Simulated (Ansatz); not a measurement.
# SnO2: the cost of one run

Program: Ansatz 0.2.0. Level of theory: DFT PBE, scalar-relativistic. These are calculated values, not measurements.

## Step 1: Starting point

Symmetry: P4_2/mnm, No. 136, tetragonal system. The conventional cell has a = 4.737 Å, b = 4.737 Å, c = 3.186 Å, α = 90.00°, β = 90.00°, γ = 90.00°. Sn (site symmetry mmm) has 6 O at 2.05 to 2.06 Å as nearest neighbours. O (site symmetry m2m) is surrounded by 3 Sn at 2.05 to 2.06 Å.

Structure file:

```
CELL_PARAMETERS angstrom
4.73735 0.00000 0.00000
0.00000 4.73735 0.00000
0.00000 0.00000 3.18640
ATOMIC_POSITIONS crystal
Sn 0.00000 0.00000 0.00000
Sn 0.50000 0.50000 0.50000
O 0.30562 0.30562 0.00000
O 0.19438 0.80562 0.50000
O 0.69438 0.69438 0.00000
O 0.80562 0.19438 0.50000
```

Atoms are numbered in the order of the input: Sn1, Sn2, O3, O4, O5, O6.

## Step 2: The deformed structure

Space group P4_2/mnm before, P4_2/mnm after.

## Step 3: Full-potential LAPW

input.yaml

```yaml
crystal:
  lattice:
    - [4.73735, 0.0, 0.0]
    - [0.0, 4.73735, 0.0]
    - [0.0, 0.0, 3.154536]
  atoms:
    - { symbol: Sn, position: [0.0, 0.0, 0.0] }
    - { symbol: Sn, position: [0.5, 0.5, 0.5] }
    - { symbol: O, position: [0.30562, 0.30562, 0.0] }
    - { symbol: O, position: [0.19438, 0.80562, 0.5] }
    - { symbol: O, position: [0.69438, 0.69438, 0.0] }
    - { symbol: O, position: [0.80562, 0.19438, 0.5] }
kpoints:
  mp_grid: { grid: [4, 4, 6] }
  band_path:
    path:
      - [0.0, 0.0, 0.0]
      - [0.0, 0.5, 0.0]
      - [0.5, 0.5, 0.0]
      - [0.0, 0.0, 0.0]
      - [0.0, 0.0, 0.5]
      - [0.0, 0.5, 0.5]
      - [0.5, 0.5, 0.5]
      - [0.0, 0.0, 0.5]
      - [0.0, 0.5, 0.0]
    npoints: 5
scf:
  occupations: { method: fermi_dirac, width: 0.03 }
hamiltonian:
  xc: pbe
  pseudopotentials: { kind: all_electron, lapw: { basis_error: 0.001 } }
output:
  forces: true
  stress: true
  eigenvalues: true
```

Started as:

```bash
> ansatz run input.yaml --threads 2 --pin off --max-ram 6144MiB --backend cpu --events-out ev --progress --plain --runs-dir out
```

Q: Estimate wall time and peak memory on 2 threads of Intel Xeon Platinum 8488C (Sapphire Rapids), shared host.

About 27 s, with a peak of 0.61 GiB.
